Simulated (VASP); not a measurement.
Set up this calculation in VASP 6.6.1, as the native input.

```yaml
Task: dielectric tensor
Functional: PBEsol
Potentials_or_basis: VASP PAW PBE potentials, release 64 (Sn_d, O)
Cutoff: 520 eV
k_mesh: 4 × 4 × 4
Occupations: gaussian, width 0.02 eV
Spin: no spin polarisation
Further_INCAR_settings: ALGO = Fast; EDIFF = 1e-08
```

The structure of SnO2 lies in POSCAR:

```
SnO2
1.0
   -3.2488970000      3.4144700000      3.4140210000
    3.2488970000     -3.4144700000      3.4140210000
    3.2488970000      3.4144700000     -3.4140210000
Sn O
4 8
Direct
    0.5000000000      0.0000000000      0.0000000000
    0.5000000000      0.5000000000      0.5000000000
    0.0035990000      0.7535990000      0.2500000000
    0.9964010000      0.2464010000      0.7500000000
    0.8064960000      0.8037740000      0.4972780000
    0.8064960000      0.3092180000      0.0027220000
    0.3024350000      0.2459400000      0.0564950000
    0.6894450000      0.2459400000      0.4435050000
    0.3105550000      0.7540600000      0.5564950000
    0.1935040000      0.6907820000      0.9972780000
    0.6975650000      0.7540600000      0.9435050000
    0.1935040000      0.1962260000      0.5027220000
```

The cell is a database's computed one.

The input as run:

INCAR

```
  PREC = Accurate
  ENCUT = 520
  EDIFF = 1E-8
  ISMEAR = 0
  SIGMA = 0.02
  LREAL = False
  LASPH = True
  NELM = 60
  ALGO = Fast
  ISIF = 2
  LWAVE = False
  LCHARG = False
  GGA = PS
  LEPSILON = True
```

KPOINTS

```
regular mesh
0
Gamma
  4 4 4
```

Potentials or basis: VASP PAW PBE potentials, release 64 (Sn_d, O).

Launch:

```console
$ cat potpaw_PBE.64/Sn_d/POTCAR potpaw_PBE.64/O/POTCAR > POTCAR
$ mpirun -np 1 vasp_std > vasp.out
```

It gave:

| Item | Value |
| --- | --- |
| Band gap on the k mesh | 0.52 eV |
| Electronic dielectric tensor (diagonal) | 5.18, 5.40, 5.40 |
| Born charges (mean of the diagonal) | Sn +4.25; O -2.12 e |

Caveat: the gap is small at this level, which inflates the dielectric constant; spin-orbit coupling is left out, which moves the levels of the heavy elements.

Run time: 31 min on 1 thread of Intel(R) Xeon(R) 6975P-C (Granite Rapids), with other jobs on the host, peak memory 0.67 GiB.
